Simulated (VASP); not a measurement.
# Pt (Fm-3m) in VASP: density of states with PBE

Aim: the density of states of Pt with PBE.

Everything below comes from runs of VASP 6.6.1. Logs are shortened: lines on timing, memory, paths and dates and some standing lists are left out, and cuts for length are marked.

**1. The crystal as given**

Symmetry: Fm-3m, No. 225, cubic system. The conventional cell has a = 3.964 Å, b = 3.964 Å, c = 3.964 Å, α = 90.00°, β = 90.00°, γ = 90.00°. Pt (site symmetry m-3m) is surrounded by 12 Pt at 2.80 Å.

**2. Density of states, PBE**

POSCAR reads:

```
Pt                                      
1.0
    0.0000000000      1.9820238403      1.9820238403
    1.9820238403      0.0000000000      1.9820238403
    1.9820238403      1.9820238403     -0.0000000000
  Pt            
     1
Direct
     0.0000000000000000    0.0000000000000000    0.0000000000000000
```

INCAR.step1 reads:

```
ALGO = Normal
EDIFF = 1E-7
ENCUT = 350
GGA = PE
ISIF = 2
ISMEAR = 0
LASPH = True
LCHARG = True
LMAXMIX = 4
LREAL = False
LWAVE = False
NELM = 60
PREC = Accurate
SIGMA = 0.1
```

KPOINTS.step1 reads:

```
k-points
0
Gamma
  18 18 18
```

INCAR.step2 reads:

```
ALGO = Normal
EDIFF = 1E-7
ENCUT = 350
GGA = PE
ICHARG = 11
ISIF = 2
ISMEAR = -5
LASPH = True
LCHARG = False
LMAXMIX = 4
LORBIT = 11
LREAL = False
LWAVE = False
NEDOS = 2001
NELM = 60
PREC = Accurate
SIGMA = 0.1
```

KPOINTS.step2 reads:

```
k-points
0
Gamma
  27 27 27
```

Potentials or basis: VASP PAW PBE potentials, release 64 (Pt).

Started as:

```sh
$ cat potpaw_PBE.64/Pt/POTCAR > POTCAR
$ cp INCAR.step1 INCAR
$ cp KPOINTS.step1 KPOINTS
$ mpirun -np 1 vasp_std > vasp.out
$ cp INCAR.step2 INCAR
$ cp KPOINTS.step2 KPOINTS
$ mpirun -np 1 vasp_std > vasp.out
```

OUTCAR:

```text
EDIFF = 1E-7
   ENCUT = 350
   GGA = PE
   ICHARG = 11
   ISIF = 2
   ISMEAR = -5
   LASPH = True
   LORBIT = 11
   LREAL = False
   NELM = 60
   PREC = Accurate

 ion  position               nearest neighbor table
   1  0.000  0.000  0.000-

  LATTYP: Found a face centered cubic cell.
 ALAT       =     3.9640476806

  Lattice vectors:

 A1 = (   0.0000000000,   1.9820238403,   1.9820238403)
 A2 = (   1.9820238403,   0.0000000000,   1.9820238403)
 A3 = (   1.9820238403,   1.9820238403,   0.0000000000)

Analysis of symmetry for initial positions (statically):
=====================================================================
 Subroutine PRICEL returns:
 Original cell was already a primitive cell.

 Routine SETGRP: Setting up the symmetry group for a
 face centered cubic supercell.

 Subroutine GETGRP returns: Found 48 space group operations
 (whereof 48 operations were pure point group operations)
 out of a pool of 48 trial point group operations.

The static configuration has the point symmetry O_h .

Analysis of symmetry for dynamics (positions and initial velocities):
=====================================================================
 Subroutine PRICEL returns:
 Original cell was already a primitive cell.

 Routine SETGRP: Setting up the symmetry group for a
 face centered cubic supercell.

 Subroutine GETGRP returns: Found 48 space group operations
 (whereof 48 operations were pure point group operations)
 out of a pool of 48 trial point group operations.

The dynamic configuration has the point symmetry O_h .

 Subroutine INISYM returns: Found 48 space group operations
 (whereof 48 operations are pure point group operations),
 and found     1 'primitive' translations

----------------------------------------------------------------------------------------

                                     Primitive cell

  volume of cell :      15.5724

  direct lattice vectors                    reciprocal lattice vectors
     0.000000000  1.982023840  1.982023840    -0.252267400  0.252267400  0.252267400
     1.982023840  0.000000000  1.982023840     0.252267400 -0.252267400  0.252267400
     1.982023840  1.982023840  0.000000000     0.252267400  0.252267400 -0.252267400

  length of vectors
     2.803004996  2.803004996  2.803004996     0.436939953  0.436939953  0.436939953

  position of ions in fractional coordinates (direct lattice)
     0.000000000  0.000000000  0.000000000

  ion indices of the primitive-cell ions
   primitive index   ion index
                 1           1

----------------------------------------------------------------------------------------

 KPOINTS: k-points

Automatic generation of k-mesh.
 Grid dimensions read from file:
 generate k-points for:   27   27   27

 Generating k-lattice:

  Cartesian coordinates                     Fractional coordinates (reciprocal lattice)
    -0.009343237  0.009343237  0.009343237     0.037037037  0.000000000  0.000000000
     0.009343237 -0.009343237  0.009343237     0.000000000  0.037037037  0.000000000
     0.009343237  0.009343237 -0.009343237     0.000000000  0.000000000  0.037037037

  Length of vectors
     0.016182961  0.016182961  0.016182961

  Shift w.r.t. Gamma in fractional coordinates (k-lattice)
     0.000000000  0.000000000  0.000000000

 TETIRR: Found   2653 inequivalent tetrahedra from   118098

 Subroutine IBZKPT returns following result:
 ===========================================

 Found    560 irreducible k-points:

 Following reciprocal coordinates:
            Coordinates               Weight
  0.000000  0.000000  0.000000      1.000000
  0.037037  0.000000  0.000000      8.000000
  0.074074  0.000000  0.000000      8.000000
  0.111111  0.000000  0.000000      8.000000
  0.148148  0.000000  0.000000      8.000000
  0.185185  0.000000  0.000000      8.000000
[... 16 lines left out ...]
  0.333333  0.037037  0.000000     24.000000
  0.370370  0.037037  0.000000     24.000000
 [... further k-points ...]
   k-points           NKPTS =    560   k-points in BZ     NKDIM =    560   number of bands    NBANDS=      9
   number of dos      NEDOS =   2001   number of ions     NIONS =      1
   total plane-waves  NPLWV =   5832
   dimension x,y,z NGX =    18 NGY =   18 NGZ =   18
   dimension x,y,z NGXF=    36 NGYF=   36 NGZF=   36
   ions per type =               1
   NGX,Y,Z   is equivalent  to a cutoff of  10.68, 10.68, 10.68 a.u.
   NGXF,Y,Z  is equivalent  to a cutoff of  21.35, 21.35, 21.35 a.u.
 SYSTEM =  unknown system
   PREC   = accura    normal or accurate (medium, high low for compatibility)
   ISTART =      0    job   : 0-new  1-cont  2-samecut
   ICHARG =     11    charge: 1-file 2-atom 10-const
   ISPIN  =      1    spin polarized calculation?
   LNONCOLLINEAR =      F non collinear calculations
   LSORBIT =      F    spin-orbit coupling
   LASPH  =      T    aspherical Exc in radial PAW
   ENCUT  =  350.0 eV  25.72 Ry    5.07 a.u.   4.28  4.28  4.28*2*pi/ulx,y,z
   NELM   =     60;   NELMIN=  2; NELMDL=  0     # of ELM steps
   EDIFF  = 0.1E-06   stopping-criterion for ELM
   LREAL  =      F    real-space projection
   EDIFFG = 0.1E-05   stopping-criterion for IOM
   NSW    =      0    number of steps for IOM
   IBRION =     -1    ionic relax: 0-MD 1-quasi-New 2-CG
   NFREE  =      0    steps in history (QN), initial steepest desc. (CG)
   ISIF   =      2    stress and relaxation
   ISYM   =      2    0-nonsym 1-usesym 2-fastsym
   POTIM  = 0.5000    time-step for ionic-motion
   TEBEG  =    0.0;   TEEND  =   0.0 temperature during run
   PSTRESS=    0.0 pullay stress
   NELECT =      10.0000    total number of electrons
   NUPDOWN=      -1.0000    fix difference up-down
   EMIN   =  10.00;   EMAX   =-10.00  energy-range for DOS
   EFERMI =   0.00;   METHOD = LEGACY
   ISMEAR =    -5;   SIGMA  =   0.10  broadening in eV -4-tet -1-fermi 0-gaus
   EFERMI_NEDOS =   21; number of points for ismear=-14 and -15
   IALGO  =     38    algorithm
   IMIX   =      4    mixing-type and parameters
     AMIX     =   0.40;   BMIX     =  1.00
     AMIX_MAG =   1.60;   BMIX_MAG =  1.00
  volume/ion in A,a.u.               =      15.57       105.09
  Fermi-wavevector in a.u.,A,eV,Ry     =   1.412394  2.669038 27.141686  1.994858
  Thomas-Fermi vector in A             =   2.534147
   LORBIT       =     11    0 simple, 1 ext, 2 COOP (PROOUT), +10 PAW based schemes
   GGA     = PE    functional components
   LHFCALC =     F    Hartree Fock is set to
   AEXX    =    0.0000 exact exchange contribution
   IVDW    =     0    specifies the selected vdW correction
   LEPSILON=     F    determine dielectric tensor
   LRPA    =     F    only Hartree local field effects (RPA)
 non-spin polarized calculation
 Fermi weights with tetrahedron method with Bloechl corrections
  energy-cutoff  :      350.00
  volume of cell :       15.57
 maximum number of plane-waves:       259
 NGX is ok and might be reduce to    18

 number of electron       9.9999998 magnetization

 Free energy of the ion-electron system (eV)
  ---------------------------------------------------
  ext. energy  EPLUGINS =         0.00000000
  ---------------------------------------------------
  free energy    TOTEN  =        -6.09678615 eV

  energy without entropy =       -6.09678615  energy(sigma->0) =       -6.09678615

 E-fermi :  10.6447     XC(G=0): -13.2992

 val. band max:       10.6715088390   @ k =   0.4444   0.1111   0.0000
 cond. band min:      10.5728719424   @ k =   0.4074   0.0741   0.0000
 fundamental gap:     -0.0986368966
 Fermi energy:        10.6447035963

 k-point     1 :       0.0000    0.0000    0.0000
  band No.  band energies     occupation
      1       0.7972      2.00000
      2       7.0623      2.00000
      3       7.0623      2.00000
      4       7.0623      2.00000
      5       9.1060      2.00000
      6       9.1060      2.00000
      7      25.3847      0.00000
      8      30.1691      0.00000
      9      30.1691      0.00000

 k-point     2 :       0.0370    0.0000    0.0000
  band No.  band energies     occupation
      1       0.8510      2.00000
      2       7.0388      2.00000
      3       7.0838      2.00000
      4       7.0838      2.00000
      5       9.0939      2.00000
      6       9.0939      2.00000
      7      25.4675      0.00000
      8      29.8509      0.00000
      9      30.2500      0.00000

 k-point     3 :       0.0741    0.0000    0.0000
  band No.  band energies     occupation
      1       1.0105      2.00000
      2       6.9715      2.00000
      3       7.1450      2.00000
      4       7.1450      2.00000
      5       9.0622      2.00000
      6       9.0622      2.00000
      7      25.7058      0.00000
      8      29.0780      0.00000
      9      30.4893      0.00000

 k-point     4 :       0.1111    0.0000    0.0000
  band No.  band energies     occupation
      1       1.2694      2.00000
      2       6.8747      2.00000
      3       7.2349      2.00000
      4       7.2349      2.00000
      5       9.0247      2.00000
      6       9.0247      2.00000
      7      26.0664      0.00000
      8      28.1017      0.00000
      9      30.8763      0.00000

 k-point     5 :       0.1481    0.0000    0.0000
  band No.  band energies     occupation
      1       1.6152      2.00000
      2       6.7694      2.00000
      3       7.3327      2.00000
      4       7.3327      2.00000
      5       9.0046      2.00000
      6       9.0046      2.00000
      7      26.4721      0.00000
      8      27.0539      0.00000
      9      31.3918      0.00000

 k-point     6 :       0.1852    0.0000    0.0000
  band No.  band energies     occupation
      1       2.0272      2.00000
      2       6.6868      2.00000
      3       7.4086      2.00000
      4       7.4086      2.00000
      5       9.0346      2.00000
      6       9.0346      2.00000
      7      25.8903      0.00000
      8      26.8911      0.00000
      9      32.0013      0.00000
[... 169 lines left out ...]
 k-point    21 :       0.2593    0.0370    0.0000
  band No.  band energies     occupation
      1       2.8054      2.00000
      2       6.6630      2.00000
      3       7.4249      2.00000
      4       7.4609      2.00000
      5       9.1054      2.00000
      6       9.4488      2.00000
      7      23.9214      0.00000
      8      27.0618      0.00000
      9      31.9617      0.00000

 k-point    22 :       0.2963    0.0370    0.0000
  band No.  band energies     occupation
      1       3.1848      2.00000
      2       6.8681      2.00000
      3       7.3525      2.00000
      4       7.4071      2.00000
      5       9.3703      2.00000
      6       9.6835      2.00000
      7      22.6060      0.00000
      8      26.7414      0.00000
      9      31.7628      0.00000

 k-point    23 :       0.3333    0.0370    0.0000
  band No.  band energies     occupation
      1       3.4556      2.00000
      2       7.2214      2.00000
      3       7.3084      2.00000
      4       7.3274      2.00000
      5       9.6909      2.00000
      6       9.9490      2.00000
      7      21.2299      0.00000
      8      26.2894      0.00000
      9      31.1851      0.00000

 k-point    24 :       0.3704    0.0370    0.0000
  band No.  band energies     occupation
      1       3.6100      2.00000
      2       7.1539      2.00000
      3       7.2397      2.00000
      4       7.8690      2.00000
      5      10.0393      2.00000
      6      10.2124      2.00000
      7      19.8405      0.00000
      8      25.8442      0.00000
      9      30.5201      0.00000

 [... further k-points ...]

------------------------ aborting loop because EDIFF is reached ----------------------------------------

  FORCE on cell =-STRESS in cart. coord.  units (eV):
  Direction    XX          YY          ZZ          XY          YZ          ZX
  --------------------------------------------------------------------------------------
  -------------------------------------------------------------------------------------
  Total        0.0179032      0.0179032      0.0179032     -0.0000000     -0.0000000      0.0000000
  in kB        1.8419793      1.8419793      1.8419793     -0.0000000     -0.0000000      0.0000000
  external PRESSURE =       1.8419793 kB  Pullay stress =       0.0000000 kB

 VOLUME and BASIS-vectors are now :
 -----------------------------------------------------------------------------
  energy-cutoff  :      350.00
  volume of cell :       15.57
      direct lattice vectors                 reciprocal lattice vectors
     0.000000000  1.982023840  1.982023840    -0.252267400  0.252267400  0.252267400
     1.982023840  0.000000000  1.982023840     0.252267400 -0.252267400  0.252267400
     1.982023840  1.982023840  0.000000000     0.252267400  0.252267400 -0.252267400

 POSITION                                       TOTAL-FORCE (eV/Angst)
 -----------------------------------------------------------------------------------
      0.00000      0.00000      0.00000         0.000000      0.000000      0.000000
 -----------------------------------------------------------------------------------
    total drift:                               -0.000000     -0.000000      0.000000

  FREE ENERGIE OF THE ION-ELECTRON SYSTEM (eV)
  ---------------------------------------------------
  free  energy   TOTEN  =        -6.0967861477 eV

  energy  without entropy=       -6.0967861477  energy(sigma->0) =       -6.09678615

 total charge

# of ion       s       p       d       tot
------------------------------------------
    1        0.622   0.572   8.021   9.215
```

It used 76 s of CPU time on 1 thread of Intel(R) Xeon(R) Platinum 8175M CPU @ 2.50GHz (Skylake/Cascade Lake) (shared host), which was overloaded at the time.

What came out:

```yaml
Valence_electrons_inside_the_program's_atomic_spheres: Pt 9.21
```

States per cell in windows of 0.5 eV (zero at the Fermi level; states under -8 eV left out):
| from (eV) | total | Pt1_d | Pt1_p | Pt1_s |
| --- | --- | --- | --- | --- |
| -8.0 | 0.07 | 0.01 | 0.01 | 0.04 |
| -7.5 | 0.11 | 0.02 | 0.01 | 0.06 |
| -7.0 | 0.33 | 0.15 | 0.02 | 0.11 |
| -6.5 | 0.57 | 0.36 | 0.03 | 0.11 |
| -6.0 | 0.75 | 0.56 | 0.04 | 0.08 |
| -5.5 | 0.55 | 0.44 | 0.03 | 0.02 |
| -5.0 | 0.66 | 0.54 | 0.05 | 0.01 |
| -4.5 | 0.71 | 0.59 | 0.05 | 0.01 |
| -4.0 | 0.82 | 0.67 | 0.06 | 0.02 |
| -3.5 | 1.18 | 1.00 | 0.08 | 0.02 |
| -3.0 | 0.62 | 0.51 | 0.05 | 0.01 |
| -2.5 | 0.69 | 0.59 | 0.04 | 0.01 |
| -2.0 | 0.72 | 0.64 | 0.03 | 0.01 |
| -1.5 | 0.58 | 0.53 | 0.02 | 0.01 |
| -1.0 | 0.63 | 0.58 | 0.02 | 0.01 |
| -0.5 | 0.85 | 0.80 | 0.01 | 0.01 |
| 0.0 | 0.64 | 0.60 | 0.01 | 0.01 |
| 0.5 | 0.14 | 0.10 | 0.02 | 0.01 |
| 1.0 | 0.15 | 0.10 | 0.03 | 0.01 |
| 1.5 | 0.14 | 0.08 | 0.03 | 0.02 |
| 2.0 | 0.14 | 0.07 | 0.03 | 0.02 |
| 2.5 | 0.15 | 0.07 | 0.04 | 0.02 |
| 3.0 | 0.13 | 0.06 | 0.04 | 0.02 |
| 3.5 | 0.13 | 0.05 | 0.04 | 0.02 |
| 4.0 | 0.11 | 0.04 | 0.03 | 0.02 |
| 4.5 | 0.11 | 0.03 | 0.03 | 0.03 |
| 5.0 | 0.13 | 0.04 | 0.03 | 0.05 |
| 5.5 | 0.19 | 0.06 | 0.03 | 0.07 |
| 6.0 | 0.16 | 0.04 | 0.04 | 0.05 |
| 6.5 | 0.15 | 0.04 | 0.05 | 0.04 |
| 7.0 | 0.18 | 0.04 | 0.06 | 0.05 |
| 7.5 | 0.16 | 0.04 | 0.05 | 0.05 |

Caveat: tetrahedron occupations give inexact forces and stress in metals. The run has no spin-orbit coupling, so splittings on Pt are missing.
